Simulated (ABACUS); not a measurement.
Crystal: ZrS2.

```xyz
3
Lattice="3.6914 0.0000 0.0000 -1.8457 3.1968 0.0000 0.0000 0.0000 6.0411" Properties=species:S:1:pos:R:3 pbc="T T T"
Zr    0.0000    0.0000    0.0000
S     0.0000    2.1312    1.4372
S     1.8457    1.0656    4.6038
```

The cell is a database's computed one.

| Item | Value |
| --- | --- |
| Program | ABACUS 3.10.1 |
| Task | single point |
| Functional | PBEsol |
| Potentials or basis | PseudoDojo NC SR 0.4.1 PBEsol standard |
| Cutoff | 898 eV |
| Density cutoff | 3592 eV |
| Basis | plane waves |
| k mesh | 8 × 8 × 5 |
| Occupations | fermi-dirac, width 0.05 eV |
| Spin | no spin polarisation |

On this cell: pressure -2.5 GPa; largest force 0.142 eV/Å; band gap on the k mesh 0.98 eV, indirect (least direct gap 1.58 eV).

The same run follows on a disturbed copy (atoms moved at random, drawn with an rms of 0.05 Å):

```
Zr S
1.0
     3.69138    0.00000    0.00000
    -1.84569    3.19683    0.00000
     0.00000    0.00000    6.04108
Zr S
1 2
Direct
  0.00233 0.00147 0.00065
  0.32714 0.66818 0.24361
  0.67227 0.34663 0.75504
```

Problem. What changes?

Solution. The energy moves by +10.3 meV/atom; pressure -4.3 GPa; largest force 0.603 eV/Å; band gap on the k mesh 0.87 eV, indirect (least direct gap 1.54 eV).

Forces on the atoms (eV/Å):
```
Zr  -0.041  0.043 -0.100
S    0.091  0.094 -0.486
S   -0.050 -0.137  0.585
```

Stress tensor (GPa, compression positive):
```
-4.77 -0.14  0.46
-0.14 -4.38  0.76
 0.46  0.76 -3.87
```

Caveats: an odd mesh through Γ misses points on the zone boundary, where band edges often lie; this functional lacks dispersion, which binds the layers, so the pressure and a relaxed spacing across them are unreliable (some runs).
